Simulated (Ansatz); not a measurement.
# Ru: one atom moved over a plane

The calculation used DFT r2SCAN, scalar-relativistic, plane waves, PAW (Ansatz 0.2.0). Settings: plane waves to 500 eV, k-mesh 24×24×12 (Γ-centred), Gaussian smearing 0.15 eV. No spin polarisation. Energies are free energies at this smearing, counted from the undisturbed cell; pressure is positive in compression.

Zero of the scan (as given, not relaxed at this level; it stands at -2.0 GPa):

```xyz
2
Lattice="2.7058 0.0000 0.0000 -1.3529 2.3433 0.0000 0.0000 0.0000 4.2819" Properties=species:S:1:pos:R:3 pbc="T T T"
Ru    0.0000    1.5622    1.0705
Ru    1.3529    0.7811    3.2114
```

Atom 1 (Ru) is moved by p along (0.000, 1.000, 0.000) and q along (0.000, 0.000, 1.000) (Å), all else fixed. Points are written (p, q).

Energy above the undisturbed cell in eV/cell (a dash: not computed):

```
 p \ q  -0.200  -0.100  0.000  0.100  0.200
-0.200       ?    0.21   0.15   0.21      ?
-0.100    0.29       –      –      –   0.29
 0.000       ?       –   0.00      –      ?
 0.200    0.39       –   0.13      –   0.39
```

Q: Fill in the withheld energies.

A: (-0.200, -0.200): 0.40; (-0.200, 0.200): 0.40; (0.000, -0.200): 0.25; (0.000, 0.200): 0.25.